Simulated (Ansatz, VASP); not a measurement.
Hf in VASP and in Ansatz

The input INCAR:

```
PREC     = Accurate       # precision mode
ENCUT    = 520            # plane-wave cutoff, eV
EDIFF    = 1E-8           # SCF threshold, eV
ISMEAR   = -1             # smearing method
SIGMA    = 0.03           # smearing width, eV
LREAL    = False          # projectors in reciprocal space
LASPH    = True           # aspherical terms in the spheres
NELM     = 100            # most SCF steps
ALGO     = Normal         # electronic algorithm
ISIF     = 2              # what is computed and relaxed
LWAVE    = False          # write WAVECAR
LCHARG   = False          # write CHGCAR
GGA      = PE             # functional
LEFG     = True         
NBANDS   = 17             # bands
```

KPOINTS

```
Automatic mesh
0
Gamma
  10 10 10
```

POSCAR

```
Hf
1.0
    0.0000000000      3.2700369591      3.2700369591
    3.2700369591      0.0000000000      3.2700369591
    3.2700369591      3.2700369591      0.0000000000
Hf
2
Direct
    0.0000000000      0.0000000000      0.0000000000
    0.2545871041      0.2545871041      0.2454128959
```

Input for Ansatz:

```yaml
crystal:
  lattice:
    - [0.0, 3.2700369591, 3.2700369591]
    - [3.2700369591, 0.0, 3.2700369591]
    - [3.2700369591, 3.2700369591, 0.0]
  atoms:
    - { symbol: Hf, position: [0.0, 0.0, 0.0] }
    - { symbol: Hf, position: [0.2545871041, 0.2545871041, 0.2454128959] }
kpoints:
  mp_grid: { grid: [10, 10, 10] }
scf:
  occupations: { method: fermi_dirac, width: 0.03 }
hamiltonian:
  xc: pbe
  pseudopotentials: { kind: paw }
output:
  forces: true
  stress: true
  eigenvalues: true
  efg: { contact_densities: true }
```

Alike in both runs: task electric field gradients; functional PBE; k mesh 10 × 10 × 10; occupations fermi-dirac, width 0.03 eV; no spin polarisation.

```csv
,VASP,Ansatz
version,VASP 6.6.1,Ansatz 0.2.0
potentials or method,"VASP PAW PBE potentials, release 64 (Hf_pv)","PAW with Ansatz's default frozen-core files, scalar-relativistic"
plane-wave cutoff (eV),520,420
valence electrons in the cell,20,52
```

Ansatz gave:

* pressure (GPa): 0.0
* largest component of the traceless stress (GPa): 0.74
* rms of the force components (eV/Å): 0.041
* Vzz of the field gradient on the site that differs most (V/Å²): -3.2

Which values does VASP return?

Pressure (GPa): -0.2; largest component of the traceless stress (GPa): 0.73; rms of the force components (eV/Å): 0.042; Vzz of the field gradient on the site that differs most (V/Å²): -5.5.

Atom by atom the forces differ by 0.001 eV/Å (rms over components). The two sets of potentials don't hold the same shells in valence. Ansatz warned: «gradients_without_spin_orbit».

The runs have no spin-orbit coupling, so splittings on Hf are missing.
